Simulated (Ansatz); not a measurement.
# GaN (P6_3mc): the host for defect calculations

Before any defect goes in: GaN (P6_3mc) at rest, and how it screens a charge.

Main program and level: Ansatz 0.2.0; plane-wave PAW DFT, PBEsol; relaxation of the host's cell and atoms; PAW set soft_1, in the first sound run; inputs show where later runs differ.

## Step 1: Starting point

Symmetry: P6_3mc, No. 186, hexagonal system. Conventional cell: a = 3.189 Å, b = 3.189 Å, c = 5.192 Å, α = 90.00°, β = 90.00°, γ = 120.00°. Nearest to Ga lie 4 N at 1.95 to 1.96 Å. N has 4 Ga at 1.95 to 1.96 Å nearest. Farther neighbours and most contacts between anions are not listed.

## Step 2: Host cell relaxation

Cell and atoms are relaxed together, until forces and stress fall under their thresholds.

The input, cell/input.yaml:

```yaml
crystal:
  lattice:
    - [3.1889304, 0.0, 0.0]
    - [-1.5944652, 2.7616947, 0.0]
    - [0.0, 0.0, 5.1923572]
  atoms:
    - { symbol: Ga, position: [0.66666667, 0.33333333, 0.49908371] }
    - { symbol: Ga, position: [0.33333333, 0.66666667, 0.99908371] }
    - { symbol: "N", position: [0.66666667, 0.33333333, 0.87591629] }
    - { symbol: "N", position: [0.33333333, 0.66666667, 0.37591629] }
basis:
  ecutwfc: 420
  xc_grid: 2
hamiltonian:
  xc: pbesol
  pseudopotentials: { kind: paw, azcp: { folder: soft_1 }, xc_functional: pbe }
kpoints:
  mp_grid: { grid: [10, 10, 6] }
scf:
  occupations: { method: fixed }
  max_iter: 100
relax:
  f_tol: 0.005
  max_steps: 60
  cell: {}
output:
  forces: true
  stress: true
checkpoint:
  write: "../cell.run"
  compress: false
  write_wavefunctions: false
  write_every: 100000
```

Run with:

```
ansatz run input.yaml --threads 32 --pin off --max-ram 84787MiB --backend cpu --events-out ev --progress --plain --runs-dir out
```

Numbers of over 12 decimals in the logs are rounded to 6 here.

Log:

```text
[... repeated set-up lines and file paths are left out, and long positions are rounded to six places ...]
Engine: ansatz 0.2.0, aarch64-unknown-linux-gnu
Pseudopotentials: kind: paw
Pseudopotential: Ga, paw, valence charge 13, recommended cutoff 420 eV (normal), soft_1/Ga.paw.azcp
Pseudopotential: N, paw, valence charge 5, recommended cutoff 420 eV (normal), soft_1/N.paw.azcp
Functional definition: PBEsol
  exchange = pbesol_x
  correlation = pbesol_c
Crystal: 4 atoms, lattice volume = 45.728 Å³
Basis set: ecut = 420 eV, 917 PW (Γ), exchange–correlation on 48×48×72 points (8 copies of the dense FFT grid, shifted against one another)
Bands: 22, of which v1, the nominal top of the filled ones, is band 18 counted from 1 (17 counted from 0)
Symmetry: 12 space group operations
Space group: P63mc (ITA 186), of the structure as read, at distance tolerance 3.6e-5 Å
k-points: 56 of 600 (time reversal used)
Non-local potential: Ga, projectors of the file, l = 0: 2, l = 1: 2, l = 2: 3, l = 3: 1
Non-local potential: N, projectors of the file, l = 0: 2, l = 1: 2, l = 2: 1
PAW form: soft (Blöchl's): semilocal exchange-correlation on the pseudo side does not see the compensation charge
PAW frozen core: Ga, regenerated for the run's functional, and the local potential with it (the file was generated under x = pbe(κ = 0.804, μ = 0.219515), c = pbe(β = 0.066725))
PAW frozen core: N, regenerated for the run's functional, and the local potential with it (the file was generated under x = pbe(κ = 0.804, μ = 0.219515), c = pbe(β = 0.066725))
PAW one-centre angular grid: Ga, 590 points (default); XC on 64 Gauss nodes
PAW one-centre angular grid: N, 110 points (default); XC on 64 Gauss nodes
Initial density: superposition of atomic densities (chi_scale 0.1, normalization cell, long waves kept (reshape's long-wave potential 0.00 eV rms))
Initial wavefunctions: pseudopotential atomic-orbital guess
Functional: x = pbesol(κ = 0.804, μ = 0.123457), c = pbesol(β = 0.046)
SCF iter   1: F=—  HF=-8246.847279 eV  |Δ(HF+E_count)|=         —  Δρ=1.04e-1  dr2=4.16e0  Hψ=4331
preconditioner: auto → Resta (q_TF=auto, 2.622 Å⁻¹)  ε∞=4.9  [insulator: Δε(μ)=2.625 eV  Ē_g=16.790 eV  n_scr=22 (ndim 8)  ℏωp=32.9 eV  f_vac=0.000  ε∞_Penn≈4.9]
SCF iter   2: F=—  HF=-8245.822848 eV  |Δ(HF+E_count)|=    1.02e0  Δρ=4.55e-2  dr2=5.00e-1  Hψ=2310
SCF iter   3: F=—  HF=-8245.721446 eV  |Δ(HF+E_count)|=   1.01e-1  Δρ=1.65e-2  dr2=9.29e-2  Hψ=1353
SCF iter   4: F=—  HF=-8245.700129 eV  |Δ(HF+E_count)|=   2.13e-2  Δρ=2.84e-3  dr2=4.63e-3  Hψ=2328
SCF iter   5: F=—  HF=-8245.699202 eV  |Δ(HF+E_count)|=   9.27e-4  Δρ=2.55e-3  dr2=1.67e-3  Hψ=2344
SCF iter   6: F=—  HF=-8245.699691 eV  |Δ(HF+E_count)|=   4.89e-4  Δρ=9.11e-4  dr2=2.60e-4  Hψ=2234
SCF iter   7: F=—  HF=-8245.699792 eV  |Δ(HF+E_count)|=   1.01e-4  Δρ=1.96e-4  dr2=1.51e-5  Hψ=2166
SCF iter   8: F=—  HF=-8245.699792 eV  |Δ(HF+E_count)|=   3.29e-7  Δρ=2.34e-5  dr2=2.03e-7  Hψ=2190
SCF iter   9: F=-8245.699792 eV  HF=-8245.699792 eV  |Δ(HF+E_count)|=   1.96e-7  Δρ=2.25e-6  dr2=1.98e-9  Hψ=4473
SCF 1 converged in 9 iterations: F = -8245.699792 eV  dr2 = 1.98e-9
  greatest PAW one-centre occupation: 0.995 electrons in one spin orbital (limit 2), on the Ga atom at site 1 (counted from 0), in its partial waves of l = 2
relax step   1: F+E_penalty+E_count = -8245.69979174 eV  Δ(F+E_penalty+E_count) = +0.000e0 eV  max|allowed force component| = 5.778e-3 eV/Å  Δτ_max = 0.0000 Å  P = -0.963 GPa  Ω = 45.728 Å³  (9 SCF iters, dr2 threshold 1.00e-7 eV, accepted)
[... the SCF cycles and remarks between the steps are left out from here to the last step ...]
relax step   2: F+E_penalty+E_count = -8245.70065717 eV  Δ(F+E_penalty+E_count) = -8.654e-4 eV  max|allowed force component| = 3.660e-3 eV/Å  Δτ_max = 0.0004 Å  P = -0.388 GPa  Ω = 45.588 Å³  energy of the carried Pulay correction = +2.621e-4 eV  (4 SCF iters, dr2 threshold 4.00e-7 eV, accepted)
relax step   3: F+E_penalty+E_count = -8245.70094859 eV  Δ(F+E_penalty+E_count) = -2.914e-4 eV  max|allowed force component| = 9.873e-4 eV/Å  Δτ_max = 0.0001 Å  P = +0.006 GPa  Ω = 45.494 Å³  energy of the carried Pulay correction = +4.398e-4 eV  (4 SCF iters, dr2 threshold 4.00e-7 eV, accepted)
Initial wavefunctions: pseudopotential atomic-orbital guess (no wavefunctions were taken with the density)
iter 1 solved again at ethr=2.06e-8 eV; its pass at ethr=3.10e-3 eV (dr2=7.43e-6 eV) is discarded
SCF iter   1: F=—  HF=-8245.700532 eV  |Δ(HF+E_count)|=         —  Δρ=2.28e-5  dr2=5.25e-8  Hψ=8077
SCF iter   2: F=—  HF=-8245.700525 eV  |Δ(HF+E_count)|=   7.59e-6  Δρ=1.59e-5  dr2=3.96e-8  Hψ=2231
SCF iter   3: F=—  HF=-8245.700525 eV  |Δ(HF+E_count)|=   2.12e-8  Δρ=4.67e-6  dr2=3.90e-9  Hψ=2328
SCF iter   4: F=—  HF=-8245.700525 eV  |Δ(HF+E_count)|=   1.28e-9  Δρ=9.03e-7  dr2=3.01e-10  Hψ=2240
SCF iter   5: F=—  HF=-8245.700525 eV  |Δ(HF+E_count)|=  5.06e-10  Δρ=4.94e-7  dr2=1.20e-10  Hψ=2083
SCF iter   6: F=-8245.700525 eV  HF=-8245.700525 eV  |Δ(HF+E_count)|=  1.46e-11  Δρ=1.29e-7  dr2=6.54e-12  Hψ=4689
SCF 4 converged in 6 iterations: F = -8245.700525 eV  dr2 = 6.54e-12
relax step   4: F+E_penalty+E_count = -8245.70052485 eV  Δ(F+E_penalty+E_count) = +4.237e-4 eV  max|allowed force component| = 1.013e-3 eV/Å  Δτ_max = 0.0000 Å  P = -0.007 GPa  Ω = 45.494 Å³  stress off target by 1.20e-2 GPa  SCF on the basis re-selected at this cell (its energy is not comparable with the rows above)  (6 SCF iters)
basis re-selected at this cell: Δ(F+E_penalty+E_count) = +4.237e-4 eV, ΔP = -0.013 GPa vs the last step (what re-selecting the basis moved, of the pressure what is left beyond the Pulay correction that the steps carried, after the strain that the cell walked [...]
SCF converged after 6 iterations
Free energy (F): -8245.700525 eV
Harris-Foulkes:  -8245.700525 eV  (|F-HF|=3.64e-12)
Internal energy: -8245.700525 eV  (E = F + TS)
E sigma→0 (E₀):  -8245.700525 eV
Fermi energy:    9.608289 eV
--- Per-component energies (eV) ---
  E_band       = -13.556872
  E_kinetic    = 481.083805
  E_local      = -2826.284557  (includes V_loc(G=0)·N_el)
  E_nonlocal   = -107.498530
  E_hartree    = 1786.249351
  E_xc         = -242.666617
  E_vxc        = -261.374439  (∫ρ·V_xc dr)
  E_paw        = -4160.405234  (= ΣΔE_a)
  E_vpaw       = -871.983206  (= ΣTr[D̂ρ^β])
  E_aug_tail   = 0.001420  (compensation charges beyond the density's cutoff)
  E_ewald      = -3177.962319
  E_core_change = 1.782156  (= ΣΔE_core)
  E_smearing   = -0.000000  (= −TS)
  E_closure    = 0.000000  (closes the sum)
  Σ components = -8245.700525   (vs F -8245.700525, Δ=0.00e0)
--- Forces (eV/Å), atoms counted from 1 ---
  atom   1  Ga     0.00000000     0.00000000     0.00101222
  atom   2  Ga    -0.00000000    -0.00000000     0.00101222
  atom   3  N     -0.00000000    -0.00000000    -0.00101324
  atom   4  N      0.00000000     0.00000000    -0.00101324
  max |Σ_I F_I| component: 2.04e-6 eV/Å
--- Stress (GPa, compression-positive) ---
       -0.012034      -0.000000       0.000000
       -0.000000      -0.012034       0.000000
        0.000000       0.000000       0.003695
  P = ⅓ Tr σ = -0.0068 GPa (-0.068 kbar)
--- Relaxed structure (3 steps of the walk, 3 accepted, 1 SCFs on fresh bases) ---
  F+E_penalty+E_count = -8245.70052485 eV   max|allowed force component| = 1.013e-3 eV/Å   (the final SCF, on the basis selected at the relaxed cell)
  cell:  # Å, volume = 45.4939 Å³
    - [3.182862, 0, 0]
    - [-1.591431, 2.756439, -1.6511006909067314e-19]
    - [0, -3.104291181229679e-19, 5.185462]
  atoms:
    - { symbol: Ga, position: [0.666667, 0.333333, 0.499179] }
    - { symbol: Ga, position: [0.333333, 0.666667, 0.999179] }
    - { symbol: N, position: [0.666667, 0.333333, 0.875821] }
    - { symbol: N, position: [0.333333, 0.666667, 0.375821] }
```

Wall time 2.9 s (32 threads of Arm Neoverse V2, shared host); peak memory 0.26 GiB; 23 s of CPU time.

Step by step:

| step | energy less that of the first step (eV) | largest force component (eV/Å) | pressure (GPa) | volume (Å³) |
| --- | --- | --- | --- | --- |
| 1 | 0.0000 | 0.0058 | -0.96 | 45.73 |
| 2 | -0.0009 | 0.0037 | -0.39 | 45.59 |
| 3 | -0.0012 | 0.0010 | 0.01 | 45.49 |
| 4* | -0.0007 | 0.0010 | -0.01 | 45.49 |

Relaxation steps marked * repeat the geometry before them on a plane-wave basis chosen anew for their cell, so energy and pressure can jump there.

The run keeps the 12 symmetry operations that it works with, so distortions that break them were not tested.

| conventional cell, symmetrised | before | after | change |
| --- | --- | --- | --- |
| a (Å) | 3.189 | 3.183 | -0.2 % |
| b (Å) | 3.189 | 3.183 | -0.2 % |
| c (Å) | 5.192 | 5.185 | -0.1 % |
| volume (Å³/atom) | 11.43 | 11.37 | -0.5 % |

The relaxed structure:

```xyz
4
Lattice="3.1829 0.0000 0.0000 -1.5914 2.7564 0.0000 0.0000 0.0000 5.1855" Properties=species:S:1:pos:R:3 pbc="T T T"
Ga    1.5914    0.9188    2.5885
Ga    0.0000    1.8376    5.1812
N     1.5914    0.9188    4.5415
N     0.0000    1.8376    1.9488
```

Numbers from this step:

```yaml
pressure: -0.006791 GPa
```

The cell shrank by 0.5 % in volume.

## Step 3: Dielectric tensors of the host

The response to a uniform electric field gives the electronic dielectric tensor.

This step: plane-wave PAW DFPT, PBEsol; dielectric tensors, Born charges and zone-centre modes of the host; PAW set soft_1 (Ansatz 0.2.0).

The input, eps/input.yaml:

```yaml
crystal:
  lattice:
    - [3.182861788, 0.0, 0.0]
    - [-1.591430894, 2.7564391652, 0.0]
    - [0.0, 0.0, 5.1854617653]
  atoms:
    - { symbol: Ga, position: [0.6666666667, 0.3333333333, 0.4991792411] }
    - { symbol: Ga, position: [0.3333333333, 0.6666666667, 0.9991792411] }
    - { symbol: "N", position: [0.6666666667, 0.3333333333, 0.8758207589] }
    - { symbol: "N", position: [0.3333333333, 0.6666666667, 0.3758207589] }
basis:
  ecutwfc: 420
hamiltonian:
  xc: pbesol
  pseudopotentials: { kind: paw, azcp: { folder: soft_1 }, xc_functional: pbe }
kpoints:
  mp_grid: { grid: [9, 9, 5] }
scf:
  occupations: { method: fixed }
  max_iter: 100
phonons:
  method: dfpt
  dielectric: true
  rigid_motions: translations
```

Log:

```text
[...]
Crystal: 4 atoms, lattice volume = 45.494 Å³
Basis set: ecut = 420 eV, 893 PW (Γ), exchange–correlation on 48×48×72 points (8 copies of the dense FFT grid, shifted against one another)
Bands: 22, of which v1, the nominal top of the filled ones, is band 18 counted from 1 (17 counted from 0)
Symmetry: 12 space group operations
k-points: 115 of 405 (irreducible under 2 space group operations, time reversal used)
[...]
SCF iter   1: F=—  HF=-8246.860099 eV  |Δ(HF+E_count)|=         —  Δρ=1.04e-1  dr2=4.20e0  Hψ=8917
[...]
SCF iter  10: F=-8245.700344 eV  HF=-8245.700344 eV  |Δ(HF+E_count)|=  6.88e-10  Δρ=3.21e-7  dr2=3.56e-11  Hψ=15093
SCF 1 converged in 10 iterations: F = -8245.700344 eV  dr2 = 3.56e-11
[...]
NSCF: frozen V_eff on 6 k-points
DFPT response loops at Γ: preconditioner auto → Resta (q_TF=auto, 2.624 Å⁻¹)  ε∞=5.7 (no band partly filled); β = 1.00, the filter's whole step (`scf.mixing.beta` (0.50) is not read by the response loops at its default; [...]
── the response to a field inside a basis, on 12×12×8 k-points: an SCF that follows is theirs, and a resumed run solves both again ──
Bands: 19, of which v1, the nominal top of the filled ones, is band 18 counted from 1 (17 counted from 0)
k-points: 168 of 1152 (irreducible under 4 space group operations, time reversal used)
[...]
Eigensolver: Dense (168 Hₖ)
SCF iter   1: F=—  HF=-8245.697824 eV  |Δ(HF+E_count)|=         —  Δρ=3.51e-4  dr2=1.65e-5
[...]
SCF iter   4: F=-8245.697823 eV  HF=-8245.697823 eV  |Δ(HF+E_count)|=   1.86e-6  Δρ=1.08e-5  dr2=2.61e-8
SCF 1 converged in 4 iterations: F = -8245.697823 eV  dr2 = 2.61e-8
[...]
WARN: field response: ε∞ stands inside a basis, on 12×12×8 points; [...]
SCF converged after 10 iterations
Free energy (F): -8245.700344 eV
[...]
Internal energy: -8245.700344 eV  (E = F + TS)
E sigma→0 (E₀):  -8245.700344 eV
Fermi energy:    9.608408 eV
[...]
--- Band table (eV; the first three rows and the last of 115) ---
[...]
--- Phonons (Γ-DFPT): 4 representative perturbations + reference, on 115 of 405 k-points (Σ response iterations 13) ---
  k mesh reduced under 2 symmetry operations, with k and −k counted as one. Each operation leaves every solved perturbation unchanged. A smaller set is not considered because the run solves the response to a homogeneous field
  ASR residual: 1.742e-4 → 0.000e0 eV/Å²; symmetrization residual: 6.007e-6 eV/Å²
  ASR residual per site (eV/Å²): 1.04e-4 1.04e-4 1.74e-4 1.74e-4
  Γ frequencies (cm⁻¹): 0.00 0.00 0.00 136.42 136.42 327.00 521.32 543.91 543.91 552.53 552.53 677.26
  ε∞ (high-frequency dielectric tensor):
        5.833866    -0.000000     0.000000
       -0.000000     5.833866    -0.000000
        0.000000     0.000000     6.017687
  ε⁰ (static dielectric tensor: ions relaxed, cell fixed):
       10.102096    -0.000000     0.000000
       -0.000000    10.102096    -0.000000
        0.000000    -0.000000    11.180774
  ε⁰ − ε∞ (ionic part):
        4.268229    -0.000000     0.000000
       -0.000000     4.268229    -0.000000
        0.000000    -0.000000     5.163087
  softest optical mode at Γ: 136.42 cm⁻¹; the repairs (sum rule, projections) moved no ω² at Γ by more than (2.19 cm⁻¹)²
  Born effective charges Z* (e; rows j = field, columns β = displacement):
    site 0:
         2.60931   -0.00000    0.00000
        -0.00000    2.60931    0.00000
         0.00000    0.00000    2.75062
    site 1:
         2.60931   -0.00000    0.00000
        -0.00000    2.60931    0.00000
         0.00000    0.00000    2.75062
    site 2:
        -2.60931    0.00000    0.00000
         0.00000   -2.60931   -0.00000
        -0.00000   -0.00000   -2.75062
    site 3:
        -2.60931    0.00000   -0.00000
         0.00000   -2.60931   -0.00000
        -0.00000   -0.00000   -2.75062
  Z* charge neutrality: 2.272e-3 e pre-enforcement
  solved inside a basis spanned on kpoints, on 12×12×8 k-points, its susceptibility summed on 18×18×10: ε∞ is read to err by 1.7e-2, Z* by 1.5e-2 e (field_mesh: kpoints solves on kpoints); Z* is corrected for what the basis lacks
  optical modes at Γ without the LO–TO term, one row a degenerate level:
      ω (cm⁻¹)  modes    IR ((D/Å)²/amu)
        136.42      2             0.0000
        327.00      1             0.0000
        521.32      1            29.9304
        543.91      2            53.8683
        552.53      2             0.0000
        677.26      1             0.0000
  optical modes at Γ + LO–TO along q̂ = [1.0000, 0.0000, 0.0000]:
      ω (cm⁻¹)  modes    IR ((D/Å)²/amu)
        136.42      2             0.0000
        327.00      1             0.0000
        521.32      1            29.9304
        543.91      1            26.9342
        552.53      2             0.0000
        677.26      1             0.0000
        715.75      1            26.9342
  optical modes at Γ + LO–TO along q̂ = [0.0000, 1.0000, 0.0000]:
      ω (cm⁻¹)  modes    IR ((D/Å)²/amu)
        136.42      2             0.0000
        327.00      1             0.0000
        521.32      1            29.9304
        543.91      1            26.9342
        552.53      2             0.0000
        677.26      1             0.0000
        715.75      1            26.9342
  optical modes at Γ + LO–TO along q̂ = [0.0000, 0.0000, 1.0000]:
      ω (cm⁻¹)  modes    IR ((D/Å)²/amu)
        136.42      2             0.0000
        327.00      1             0.0000
        543.91      2            53.8683
        552.53      2             0.0000
        677.26      1             0.0000
        710.60      1            29.9304
```

The job ended after 20 s (32 threads; peak memory 0.84 GiB; 4.2 min of CPU time).

Electronic dielectric tensor:

```
5.83 0.00 0.00
0.00 5.83 0.00
0.00 0.00 6.02
```

Static dielectric tensor:

```
10.10  0.00  0.00
 0.00 10.10  0.00
 0.00  0.00 11.18
```

The principal values of the electronic dielectric tensor are 5.83, 5.83 and 6.02. The principal values of the static dielectric tensor are 10.10, 10.10 and 11.18.

(Part 1 of 3 ends here.)

[Logs are printed without paths, hosts, clocks, repeated set-up lines and the standing remarks that a program may print on its own settings, such as how far it seeks lower states.]

[Hosts, paths, dates, database ids (printed as entryN), source tags and the programs' standing remarks are cut or masked in the printed files.]

[Runs of the host that timed out are not shown.]

[For some hosts the program warned that the k-mesh of the response run may be too coarse for force constants and the static dielectric constant; such warnings are not always shown.]
